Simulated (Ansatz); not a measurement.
Field gradients at the nuclei in Al2O3

The cell is a computed structure from the Materials Project (it need not be an observed phase), atoms as given.

```
Al O
1.0
     2.40251    1.38709    4.37208
    -2.40251    1.38709    4.37208
     0.00000   -2.77418    4.37208
Al O
4 6
Cartesian
  0.0000 0.0000 8.4981
  0.0000 0.0000 11.1763
  0.0000 0.0000 1.9399
  0.0000 0.0000 4.6182
  0.9315 -1.3871 5.4651
  1.6670 0.1131 7.6511
  -1.6670 -0.1131 5.4651
  0.7355 1.5002 5.4651
  -0.7355 -1.5002 7.6511
  -0.9315 1.3871 7.6511
```

Sites (sets of like atoms) are named by element and the number of their first atom in this list.

Method: Kohn–Sham DFT in Ansatz, PBE, plane waves and PAW, scalar-relativistic, 420 eV cutoff, Γ-centred 8×8×8 k-points, Fermi–Dirac smearing 0.02 eV.

Conventions: |V_zz| ≥ |V_yy| ≥ |V_xx|, η = (V_xx − V_yy)/V_zz, C_Q = eQV_zz/h. Directions are in the Cartesian axes of the cell vectors above, for the atom listed; none is given where the gradient is under 0.02 or η is above 0.95.

Question: Which values are expected at the nuclei?

Answer: 

| site | first atom | first shell | V_zz (10²¹ V/m²) | η | direction of V_zz (x, y, z) |
| --- | --- | --- | --- | --- | --- |
| Al | 1 | 6 O at 1.87–1.99 Å | 0.54 | 0.00 | 0.00 0.00 1.00 |
| O | 5 | 4 Al at 1.87–1.99 Å; also 2 Al at 3.25 Å | -4.00 | 0.52 | 0.00 0.72 0.69 |

An axis of threefold or higher order runs through Al, so V_zz lies along it and η is zero.
